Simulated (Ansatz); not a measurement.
# Li (Im-3m) in Ansatz: a series of runs

One crystal, Li, is run at these levels: RPBE+D3(BJ), LDA, revPBE; tasks: band structure, projected density of states, phonons.

Program: Ansatz 0.2.0. These are calculated values, not measurements. Logs are shortened: lines on timing, memory, paths and dates and some standing lists are left out, and cuts for length are marked.

## 1. The crystal as given

Symmetry: Im-3m, No. 229, cubic system. The conventional cell has a = 3.509 Å, b = 3.509 Å, c = 3.509 Å, α = 90.00°, β = 90.00°, γ = 90.00°. Li (site symmetry m-3m) is surrounded by 8 Li at 3.04 Å.

## 2. Band structure, RPBE+D3(BJ), non-collinear spin, program default start (volume scaled by 0.96)

run.py

```python
import json

import ase.io
import numpy as np
import spglib

import ansatz as az

atoms = ase.io.read("Li.cif")
cell, frac, numbers = spglib.find_primitive((atoms.cell[:], atoms.get_scaled_positions(), atoms.numbers), symprec=1e-5)
atoms = ase.Atoms(numbers, cell=cell, scaled_positions=frac, pbc=True)

calculation = (
    az.Crystal.from_ase(atoms)
    .calculation()
    .kpoints(11, 11, 11)
    .functional("rpbe", dispersion="d3bj")
    .pseudopotentials(kind="paw", level="accurate")
    .spin("noncollinear", soc=False)
    .scf(extra_bands=6)
    .occupations(method="fermi_dirac", width=0.01)
    .band_structure(path=(((0.0, 0.0, 0.0), (0.5, -0.5, 0.5), (0.0, 0.0, 0.5), (0.0, 0.0, 0.0), (0.25, 0.25,
        0.25), (0.5, -0.5, 0.5)), ((0.25, 0.25, 0.25), (0.0, 0.0, 0.5))), intervals=14)
    .fat_bands()
    .forces()
    .stress()
    .band_table(publish=True)
)
outcome = calculation.run(threads=2, events_out="events.jsonl")

report = outcome.report
for line in open("events.jsonl"):
    event = json.loads(line)
    if event["event"] == "scf_iter":
        d = event["data"]
        print(f"SCF {d['iter']:3d}  HF = {d['harris_foulkes_ev']:.6f} eV  dr2 = {d['dr2_ev']:.2e} eV")
    elif event["event"] in ("relax_step", "md_step"):
        d = event["data"]
        print(f"{event['event']} {d['step']:3d}  E = {d['lagrangian_ev']:.6f} eV")
np.set_printoptions(precision=5, suppress=True, linewidth=110)
print("converged:", report["converged"], "after", report["n_iterations"], "iterations")
print(f"free energy {report['free_energy_ev']:.6f} eV, Fermi level {report['fermi_energy_ev']:.4f} eV")
for key in ("band_edges_ev", "magnetization_mub", "site_moments_mub", "site_moments_nc_mub", "forces_ev_ang",
                "stress_gpa"):
    if report.get(key) is not None:
        print(key, np.array(report[key]), sep="\n")
```

Li.cif

```cif
data_Li
_cell_length_a 3.46187121
_cell_length_b 3.46187121
_cell_length_c 3.46187121
_cell_angle_alpha 90.00000000
_cell_angle_beta 90.00000000
_cell_angle_gamma 90.00000000
_space_group_name_H-M_alt 'Im-3m'
_space_group_name_Hall '-I 4 2 3'
_space_group_IT_number 229
loop_
_space_group_symop_operation_xyz
'x,y,z'
'-x,-y,-z'
'-y,x,z'
'y,-x,-z'
'-x,-y,z'
'x,y,-z'
'y,-x,z'
'-y,x,-z'
'x,-y,-z'
'-x,y,z'
'-y,-x,-z'
'y,x,z'
'-x,y,-z'
'x,-y,z'
'y,x,-z'
'-y,-x,z'
'z,x,y'
'-z,-x,-y'
'z,-y,x'
'-z,y,-x'
'z,-x,-y'
'-z,x,y'
'z,y,-x'
'-z,-y,x'
'-z,x,-y'
'z,-x,y'
'-z,-y,-x'
'z,y,x'
'-z,-x,y'
'z,x,-y'
'-z,y,x'
'z,-y,-x'
'y,z,x'
'-y,-z,-x'
'x,z,-y'
'-x,-z,y'
'-y,z,-x'
'y,-z,x'
'-x,z,y'
'x,-z,-y'
'-y,-z,x'
'y,z,-x'
'-x,-z,-y'
'x,z,y'
'y,-z,-x'
'-y,z,x'
'x,-z,y'
'-x,z,-y'
'x+1/2,y+1/2,z+1/2'
'-x+1/2,-y+1/2,-z+1/2'
'-y+1/2,x+1/2,z+1/2'
'y+1/2,-x+1/2,-z+1/2'
'-x+1/2,-y+1/2,z+1/2'
'x+1/2,y+1/2,-z+1/2'
'y+1/2,-x+1/2,z+1/2'
'-y+1/2,x+1/2,-z+1/2'
'x+1/2,-y+1/2,-z+1/2'
'-x+1/2,y+1/2,z+1/2'
'-y+1/2,-x+1/2,-z+1/2'
'y+1/2,x+1/2,z+1/2'
'-x+1/2,y+1/2,-z+1/2'
'x+1/2,-y+1/2,z+1/2'
'y+1/2,x+1/2,-z+1/2'
'-y+1/2,-x+1/2,z+1/2'
'z+1/2,x+1/2,y+1/2'
'-z+1/2,-x+1/2,-y+1/2'
'z+1/2,-y+1/2,x+1/2'
'-z+1/2,y+1/2,-x+1/2'
'z+1/2,-x+1/2,-y+1/2'
'-z+1/2,x+1/2,y+1/2'
'z+1/2,y+1/2,-x+1/2'
'-z+1/2,-y+1/2,x+1/2'
'-z+1/2,x+1/2,-y+1/2'
'z+1/2,-x+1/2,y+1/2'
'-z+1/2,-y+1/2,-x+1/2'
'z+1/2,y+1/2,x+1/2'
'-z+1/2,-x+1/2,y+1/2'
'z+1/2,x+1/2,-y+1/2'
'-z+1/2,y+1/2,x+1/2'
'z+1/2,-y+1/2,-x+1/2'
'y+1/2,z+1/2,x+1/2'
'-y+1/2,-z+1/2,-x+1/2'
'x+1/2,z+1/2,-y+1/2'
'-x+1/2,-z+1/2,y+1/2'
'-y+1/2,z+1/2,-x+1/2'
'y+1/2,-z+1/2,x+1/2'
'-x+1/2,z+1/2,y+1/2'
'x+1/2,-z+1/2,-y+1/2'
'-y+1/2,-z+1/2,x+1/2'
'y+1/2,z+1/2,-x+1/2'
'-x+1/2,-z+1/2,-y+1/2'
'x+1/2,z+1/2,y+1/2'
'y+1/2,-z+1/2,-x+1/2'
'-y+1/2,z+1/2,x+1/2'
'x+1/2,-z+1/2,y+1/2'
'-x+1/2,z+1/2,-y+1/2'
loop_
_atom_site_label
_atom_site_type_symbol
_atom_site_symmetry_multiplicity
_atom_site_Wyckoff_symbol
_atom_site_fract_x
_atom_site_fract_y
_atom_site_fract_z
_atom_site_occupancy
Li1 Li 2 a 0.0000000000 0.0000000000 0.0000000000 1
```

Potentials or basis: Ansatz PAW accurate.

Command:

```sh
> python run.py
```

Output:

```text
DeckWarning: basis.ecutwfc = 780 eV, auto-derived from the records' recommended cutoffs: set by Li (high level, which level: accurate takes where it reads no accurate dataset)
PlacementWarning: RAYON_NUM_THREADS=2 ignored (pool sized by the plan → 2); use plan(threads=…)
SCF   1  HF = -206.127074 eV  dr2 = 3.41e-03 eV
SCF   2  HF = -206.134660 eV  dr2 = 1.63e-03 eV
SCF   3  HF = -206.137881 eV  dr2 = 1.35e-06 eV
SCF   4  HF = -206.137880 eV  dr2 = 5.62e-09 eV
SCF   5  HF = -206.137880 eV  dr2 = 4.76e-11 eV
converged: True after 5 iterations
free energy -206.137880 eV, Fermi level 0.9073 eV
magnetization_mub
0.0
site_moments_nc_mub
[[0. 0. 0.]]
forces_ev_ang
[[-0. -0. -0.]]
stress_gpa
[[-7.95383  0.       0.     ]
 [ 0.      -7.95383 -0.     ]
 [ 0.       0.      -7.95383]]
```

bands.tsv:

```text
# k_distance	band_0	band_1	band_2	band_3	band_4	band_5	band_6	band_7	band_8	sigma_x_0	sigma_x_1	sigma_x_2	sigma_x_3	sigma_x_4	sigma_x_5	sigma_x_6	sigma_x_7	sigma_x_8	sigma_y_0	sigma_y_1	sigma_y_2	sigma_y_3	sigma_y_4	sigma_y_5	sigma_y_6	sigma_y_7	sigma_y_8	sigma_z_0	sigma_z_1	sigma_z_2	sigma_z_3	sigma_z_4	sigma_z_5	sigma_z_6	sigma_z_7	sigma_z_8
# fermi_ev = 0.907325
# lock_threshold_ev = 1e-12
# [0, 0, 0] at k_distance = 0.000000
# [0.5, -0.5, 0.5] at k_distance = 1.814968
# [0, 0, 0.5] at k_distance = 3.098344
# [0, 0, 0] at k_distance = 4.381720
# [0.25, 0.25, 0.25] at k_distance = 5.953529
# [0.5, -0.5, 0.5] at k_distance = 7.525337
# [0.25, 0.25, 0.25] at k_distance = 7.525337
# [0, 0, 0.5] at k_distance = 8.432821
# jumps = 71
# n_points = 86
# levels_relative_to = fermi_ev
# free_energy_ev = -206.137880
# largest_residual_norms_ev = 1.523e-7 1.373e-7 3.677e-6 1.837e-6 2.658e-6 1.967e-6 1.814e-6 1.626e-6 3.931e-6
0.000000	-46.721862	-46.721862	-3.551373	-3.551373	14.541515	14.541515	14.541515	14.541515	14.541515	-0.005052	0.005052	-0.472719	0.472719	0.094863	0.558230	0.142993	-0.237013	-0.277351	-0.000000	0.000000	0.000090	-0.000090	0.000698	-0.002187	0.001292	0.000362	0.000584	0.999987	-0.999987	0.881213	-0.881213	0.729163	0.789485	-0.735514	0.887309	-0.711818
0.129641	-46.721432	-46.721432	-3.503108	-3.503108	14.264986	14.264986	14.264986	14.264986	14.415199	-0.000890	0.000890	-0.074061	0.074061	0.427080	-0.498058	-0.784327	0.855305	-0.580963	0.000000	-0.000000	0.000000	-0.000000	-0.000062	0.000550	-0.000264	-0.000224	0.000072	1.000000	-1.000000	-0.997254	0.997254	0.902514	-0.860611	-0.539404	0.497501	0.813930
0.259281	-46.720177	-46.720177	-3.358085	-3.358085	13.514998	13.514998	13.514998	13.514998	14.099420	-0.079542	0.079542	-0.898230	0.898230	-0.705501	-0.160266	0.915449	-0.049681	-0.192947	-0.000000	0.000000	0.000433	-0.000433	0.003277	-0.000107	-0.003312	0.000141	0.000036	-0.996832	0.996832	0.439526	-0.439526	-0.378695	-0.837640	0.285060	0.931274	0.981209
0.388922	-46.718187	-46.718187	-3.115583	-3.115583	12.502908	12.502908	12.502908	12.502908	13.711100	0.009804	-0.009804	-0.115065	0.115065	0.350189	-0.778859	0.792021	-0.363350	0.326254	0.000000	-0.000000	-0.001556	0.001556	-0.003779	0.002167	-0.002223	0.003835	0.000014	0.999952	-0.999952	-0.993357	0.993357	0.625442	-0.489475	0.422838	-0.558806	0.945282
0.518562	-46.715602	-46.715602	-2.774455	-2.774455	11.417195	11.417195	11.417195	11.417195	13.333942	-0.002019	0.002019	0.969297	-0.969297	0.163972	-0.221265	0.332629	-0.275336	0.000690	0.000000	-0.000000	0.000240	-0.000240	-0.001141	0.000559	0.003208	-0.002625	0.000012	0.999998	-0.999998	-0.245894	0.245894	-0.836347	0.958036	-0.925962	0.804273	1.000000
0.648203	-46.712594	-46.712594	-2.333191	-2.333191	10.358272	10.358272	10.358272	10.358272	12.823431	0.000425	-0.000425	0.010311	-0.010311	-0.263357	0.041570	0.597212	-0.375424	0.000006	-0.000000	0.000000	-0.008985	0.008985	-0.018265	0.096191	-0.206581	0.128656	-0.000001	1.000000	-1.000000	-0.999906	0.999906	0.953161	0.087955	-0.208540	-0.832575	1.000000
[... 66 lines left out ...]
7.525337	-46.703456	-46.703456	3.361986	3.361986	3.361986	3.361986	3.361986	3.361986	8.269846	0.000143	-0.000143	0.592867	-0.403108	0.486841	-0.528489	0.052299	-0.200410	0.051608	-0.000000	0.000000	-0.009925	0.017162	-0.007624	0.001153	-0.001609	0.000844	-0.000352	-1.000000	1.000000	-0.569306	0.445365	0.280318	-0.295441	-0.797286	0.936350	0.998667
7.590157	-46.703472	-46.703472	2.936966	2.936966	3.359268	3.359268	3.818041	3.818041	8.288936	-0.004228	0.004228	0.023524	-0.023524	0.505904	-0.505904	-0.465815	0.465815	-0.415009	-0.000000	0.000000	0.000004	-0.000004	-0.000006	0.000006	-0.000004	0.000004	0.000001	-0.999991	0.999991	-0.999723	0.999723	0.862590	-0.862590	0.884882	-0.884882	-0.909817
7.654978	-46.703520	-46.703520	2.543090	2.543090	3.351253	3.351253	4.304937	4.304937	8.345782	-0.000032	0.000032	-0.942100	0.942100	0.700966	-0.700966	0.344182	-0.344182	-0.807873	-0.000000	0.000000	-0.004017	0.004017	0.010113	-0.010113	0.007905	-0.007905	-0.043227	-1.000000	1.000000	0.335308	-0.335308	-0.713123	0.713123	0.938870	-0.938870	-0.587769
7.719798	-46.703597	-46.703597	2.180482	2.180482	3.338628	3.338628	4.822559	4.822559	8.439120	0.004756	-0.004756	0.821005	-0.821005	-0.686658	0.686658	0.310818	-0.310818	0.773198	-0.000000	0.000000	0.000010	-0.000010	0.000019	-0.000019	-0.000004	0.000004	0.000007	0.999989	-0.999989	0.570922	-0.570922	-0.726981	0.726981	0.950469	-0.950469	0.634164
7.784618	-46.703699	-46.703699	1.849202	1.849202	3.322158	3.322158	5.370599	5.370599	8.566812	0.001222	-0.001222	-0.120168	0.120168	0.085888	-0.085888	-0.054808	0.054808	0.124231	0.000000	-0.000000	0.000000	-0.000000	0.000000	-0.000000	0.000000	-0.000000	0.000000	-0.999999	0.999999	-0.992754	0.992754	-0.996305	0.996305	-0.998497	0.998497	-0.992253
7.849438	-46.703821	-46.703821	1.549315	1.549315	3.302888	3.302888	5.948748	5.948748	8.725826	0.002087	-0.002087	-0.999186	0.999186	-0.155150	0.155150	0.978388	-0.978388	-0.655954	-0.000000	0.000000	0.000000	-0.000000	0.000000	-0.000000	-0.000000	0.000000	0.000000	-0.999998	0.999998	0.040332	-0.040332	0.987891	-0.987891	0.206777	-0.206777	-0.754801
7.914259	-46.703958	-46.703958	1.280894	1.280894	3.281986	3.281986	6.556502	6.556502	8.912141	-0.000467	0.000467	0.566901	-0.566901	-0.179240	0.179240	0.128116	-0.128116	0.153749	0.000000	-0.000000	0.000002	-0.000002	-0.000001	0.000001	-0.000000	0.000000	-0.000001	-1.000000	1.000000	-0.823786	0.823786	-0.983805	0.983805	0.991759	-0.991759	-0.988110
7.979079	-46.704101	-46.704101	1.043950	1.043950	3.260602	3.260602	7.193198	7.193198	9.120508	-0.000148	0.000148	0.220426	-0.220426	-0.028708	0.028708	-0.452919	0.452919	-0.463883	0.000000	-0.000000	-0.000000	0.000000	0.000000	-0.000000	0.000000	-0.000000	-0.000000	-1.000000	1.000000	0.975404	-0.975404	-0.999588	0.999588	0.891552	-0.891552	-0.885896
8.043899	-46.704245	-46.704245	0.838552	0.838552	3.239805	3.239805	7.857808	7.857808	9.344019	-0.002352	0.002352	0.303424	-0.303424	-0.911034	0.911034	-0.090260	0.090260	-0.487792	0.000000	-0.000000	-0.000000	0.000000	0.000000	-0.000000	-0.000000	0.000000	-0.000000	0.999997	-0.999997	0.952856	-0.952856	-0.412332	0.412332	-0.995918	0.995918	0.872960
8.108720	-46.704382	-46.704382	0.664692	0.664692	3.220552	3.220552	8.548577	8.548577	9.573671	-0.001257	0.001257	-0.299289	0.299289	0.875654	-0.875654	0.272629	-0.272629	-0.000766	0.000000	-0.000000	0.000052	-0.000052	-0.000002	0.000002	0.000000	-0.000000	-0.000000	-0.999999	0.999999	-0.954162	0.954162	-0.482938	0.482938	-0.962119	0.962119	1.000000
8.173540	-46.704504	-46.704504	0.522416	0.522416	3.203684	3.203684	9.262433	9.262433	9.797768	-0.002517	0.002517	0.143622	-0.143622	0.865957	-0.865957	0.147759	-0.147759	0.049344	0.000000	-0.000000	0.000000	-0.000000	0.000001	-0.000001	0.000002	-0.000002	0.000000	0.999997	-0.999997	0.989633	-0.989633	-0.500119	0.500119	-0.989023	0.989023	0.998782
8.238360	-46.704607	-46.704607	0.411736	0.411736	3.189871	3.189871	9.992781	9.992781	10.001379	0.000107	-0.000107	0.395055	-0.395055	-0.999815	0.999815	-0.056864	0.056864	-0.234060	0.000000	-0.000000	-0.000000	0.000000	0.000000	-0.000000	0.000000	-0.000000	0.000000	1.000000	-1.000000	0.918657	-0.918657	0.019251	-0.019251	0.998382	-0.998382	0.972222
8.303180	-46.704684	-46.704684	0.332685	0.332685	3.179638	3.179638	10.166950	10.166950	10.722613	0.006559	-0.006559	0.200031	-0.200031	-0.726703	0.726703	0.044876	-0.044876	0.003575	0.000000	-0.000000	0.000004	-0.000004	-0.000002	0.000002	-0.000003	0.000003	-0.000004	-0.999978	0.999978	0.979789	-0.979789	-0.686951	0.686951	0.998993	-0.998993	-0.999994
8.368001	-46.704732	-46.704732	0.285233	0.285233	3.173345	3.173345	10.276036	10.276036	11.392187	0.000007	-0.000007	0.369520	-0.369520	0.982194	-0.982194	0.815535	-0.815535	0.219403	0.000000	-0.000000	0.000000	-0.000000	-0.000003	0.000003	0.000000	-0.000000	0.000000	1.000000	-1.000000	-0.929223	0.929223	0.187871	-0.187871	0.578708	-0.578708	0.975634
8.432821	-46.704748	-46.704748	0.269425	0.269425	3.171225	3.171225	10.314336	10.314336	11.738898	-0.001460	0.001460	-0.467360	0.467360	0.657334	-0.657334	0.512933	-0.512933	0.054784	-0.000000	0.000000	0.000000	-0.000000	0.000000	-0.000000	-0.000001	0.000001	-0.000002	0.999999	-0.999999	-0.884067	0.884067	-0.753599	0.753599	-0.858429	0.858429	-0.998498
```

fatbands.tsv:

```text
# ik	k_distance	band	e_minus_ef	li0_l0_1S	li0_l0_2S
# fermi_ev = 0.907325
# lock_threshold_ev = 1e-12
# [0, 0, 0] at k_distance = 0.000000
# [0.5, -0.5, 0.5] at k_distance = 1.814968
# [0, 0, 0.5] at k_distance = 3.098344
# [0, 0, 0] at k_distance = 4.381720
# [0.25, 0.25, 0.25] at k_distance = 5.953529
# [0.5, -0.5, 0.5] at k_distance = 7.525337
# [0.25, 0.25, 0.25] at k_distance = 7.525337
# [0, 0, 0.5] at k_distance = 8.432821
# jumps = 71
# n_points = 86
0	0.000000	0	-46.721862	0.962500	0.037495
0	0.000000	1	-46.721862	0.962500	0.037495
0	0.000000	2	-3.551373	0.037493	0.962006
0	0.000000	3	-3.551373	0.037493	0.962006
0	0.000000	4	14.541515	0.000000	0.000000
0	0.000000	5	14.541515	0.000000	0.000000
[... 631 lines left out ...]
70	7.525337	7	5.501049	0.000000	0.000000
70	7.525337	8	7.640834	0.000000	0.000000

71	7.525337	0	-46.703456	0.989450	0.010546
71	7.525337	1	-46.703456	0.989450	0.010546
71	7.525337	2	3.361986	0.000000	0.000000
71	7.525337	3	3.361986	0.000000	0.000000
71	7.525337	4	3.361986	0.000000	0.000000
71	7.525337	5	3.361986	0.000000	0.000000
[... 127 lines left out ...]
85	8.432821	7	10.314336	0.000000	0.000000
85	8.432821	8	11.738898	0.000000	0.000000
```

It took 6.4 s on 2 threads of Arm Neoverse V1, shared host; peak memory 0.45 GiB.

What came out:

| Item | Value |
| --- | --- |
| Free energy | -206.1379 eV |
| Pressure | -8.0 GPa |
| Band gap on the k mesh | none (metal or under the smearing width) |
| Net moment | 0.00 μB per cell |
| Absolute moment | 0.00 μB per cell |

Levels at the corners of the path, in eV from the Fermi level:
| point | band 1 | band 2 | band 3 | band 4 | band 5 |
| --- | --- | --- | --- | --- | --- |
| Γ | -46.72 | -46.72 | -3.55 | -3.55 | 14.54 |
| H | -46.69 | -46.69 | 5.50 | 5.50 | 5.50 |
| N | -46.70 | -46.70 | 0.27 | 0.27 | 3.17 |
| Γ | -46.72 | -46.72 | -3.55 | -3.55 | 14.54 |
| P | -46.70 | -46.70 | 3.36 | 3.36 | 3.36 |
| H | -46.69 | -46.69 | 5.50 | 5.50 | 5.50 |
| P | -46.70 | -46.70 | 3.36 | 3.36 | 3.36 |
| N | -46.70 | -46.70 | 0.27 | 0.27 | 3.17 |

Moments on the atoms (μB; x, y, z):
```
Li  0.00 0.00 0.00
```

Caveat: the potentials were made for another functional, which shifts forces and pressure; pairwise dispersion overbinds metals, which lowers pressure and volume.

[end of part 1 of 2]
